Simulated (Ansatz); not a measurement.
# WC in Ansatz: the effect of functional

Crystal: WC.

```
CELL_PARAMETERS angstrom
0.00000 2.16305 2.16305
2.16305 0.00000 2.16305
2.16305 2.16305 0.00000
ATOMIC_POSITIONS crystal
W 0.00000 0.00000 0.00000
C 0.50000 0.50000 0.50000
```

Measurements of this composition are mostly on another form, of space group No. 187.

The cell isn't the ideal one: volume scaled by 0.96.

Alike in all runs:

* Program: Ansatz 0.2.0
* Task: single point
* Potentials or basis: Ansatz PAW
* k mesh: 10 × 10 × 10
* Occupations: fermi-dirac, width 0.05 eV
* Spin: no spin polarisation

**Question.** One run gave: pressure 10.6 GPa. Which functional did it use?
A. PBEsol
B. r2SCAN
C. LDA

**Answer.** B.

```tsv
functional	cutoff	pressure (GPa)
LDA	420 eV (not typed: the program's choice for these potentials)	-1.2
PBEsol	420 eV (not typed: the program's choice for these potentials)	5.2
r2SCAN	500 eV (not typed: the program's choice for these potentials)	10.6
```

Caveats: the PAW data sets come from PBE, with cores solved anew for the run's functional, which leaves a small shift of forces and pressure.

Runs at the PBE level aren't shown here.
